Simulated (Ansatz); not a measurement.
**4 guesses for InGa2As3 and where they end**

Method: DFT PBE, scalar-relativistic, plane waves, PAW (Ansatz 0.2.0). All cells share a 420 eV cutoff and Γ-centred k meshes spaced about 0.3 Å⁻¹ or finer (0.25 for metals, 2π included). No spin polarisation in the final relaxations.

Each guess was relaxed in cell and atoms at zero pressure, within the symmetry of its start. These are static total energies at zero pressure. Coordination counts As atoms around Ga and In (those within 1.25 times the shortest such distance or 1.15 times the sum of covalent radii, 1.27 where that leaves under three).

```
guess                            made from  start group  V start (Å³/atom)  end group  V end (Å³/atom)  coordination at the end  gap on mesh (eV)  E over the lowest end (meV/atom)
    1  a cell proposed by chemical analogy         Imm2               24.3       Imm2             25.6               In 4, Ga 4                 0                                 0
    2  a cell proposed by chemical analogy        I-4m2               24.3          ?                ?                        ?                 ?                                 ?
    3  a cell proposed by chemical analogy         P3m1               24.3       P3m1             25.7               In 4, Ga 4                 0                                15
    4  a cell proposed by chemical analogy       Cmc2_1               24.3     Cmc2_1             25.5               In 4, Ga 4                 0                                 5
```

Guess 2 as it starts:

Space group I-4m2 (No. 119). a = 4.094 Å, b = 4.094 Å, c = 17.370 Å, α = 90.00°, β = 90.00°, γ = 90.00°
| atom | site | symmetry | x | y | z |
| --- | --- | --- | --- | --- | --- |
| In | 2a | -4m2 | 0.0000 | 0.0000 | 0.0000 |
| Ga | 4e | 2mm. | 0.0000 | 0.0000 | 0.3333 |
| As | 2d | -4m2 | 0.5000 | 0.0000 | 0.2500 |
| As | 4f | 2mm. | 0.0000 | 0.5000 | 0.0833 |

Question: Fill in the missing row: what does this guess relax into, and where does it rank?

Answer: It ends in In and Ga ordered on zinc blende sites, space group I-4m2 (No. 119), with a = 4.159 Å, c = 17.761 Å, 25.6 Å³/atom and no gap; its coordination is In 4, Ga 4. It lies 7 meV/atom over the lowest end, within the noise of guess 4 and within the noise of guess 3. Counting As atoms around Ga and In, this end and the lowest (guess 1) both have In 4, Ga 4.

```cif
data_structure
_symmetry_space_group_name_H-M 'I-4m2'
_symmetry_Int_Tables_number 119
_cell_length_a 4.1588
_cell_length_b 4.1588
_cell_length_c 17.7608
_cell_angle_alpha 90.000
_cell_angle_beta 90.000
_cell_angle_gamma 90.000
_cell_volume 307.18
loop_
_atom_site_label
_atom_site_type_symbol
_atom_site_symmetry_multiplicity
_atom_site_Wyckoff_symbol
_atom_site_fract_x
_atom_site_fract_y
_atom_site_fract_z
_atom_site_occupancy
In1 In 2 a 0.00000 0.00000 0.00000 1
Ga1 Ga 4 e 0.00000 0.00000 0.32938 1
As1 As 2 d 0.50000 0.00000 0.25000 1
As2 As 4 f 0.00000 0.50000 0.09198 1
```

Formation energies are uncorrected and refer to the elements' standard structures at the same level.

Question: Is the lowest end bound against the elements?

Answer: Yes: its formation energy is −0.31 eV/atom. A negative formation energy is needed for stability but isn't enough: competing phases decide.

The zero gap of Imm2, Cmc2_1, I-4m2, P3m1 may come from the functional, which often closes small gaps. The reference form of As is held partly by dispersion forces, which this level lacks. Cells relaxed within their symmetry can be saddle points. A lower structure may well exist outside this small set. Some candidate types were left out of the draw beforehand, so a known form may be missing.

All four cells end with tetrahedral In and Ga, so they share the same basic sp³ bonding, and their energies span only 15 meV/atom. What separates them is probably how well each arrangement accommodates In–As bonds that are naturally longer than Ga–As bonds, though differences in stacking may also contribute. The I-4m2 end shows this accommodation directly: the As 4f height rises from 0.0833 to 0.09198, moving As away from the In plane and lengthening the In–As bonds.

The zero gaps conflict with the known semiconducting character of In–Ga–As alloys. The conduction-band edge is an antibonding state with strong cation s character, which PBE places too low relative to the As p valence states; an overestimated cell volume would lower it further. These results are therefore no evidence of metallic behaviour.

The formation energy of −0.31 eV/atom mainly reflects polar-covalent III–V bonding, which GaAs and InAs possess as well. It therefore doesn't show that cation ordering is favoured over separation into these binaries.
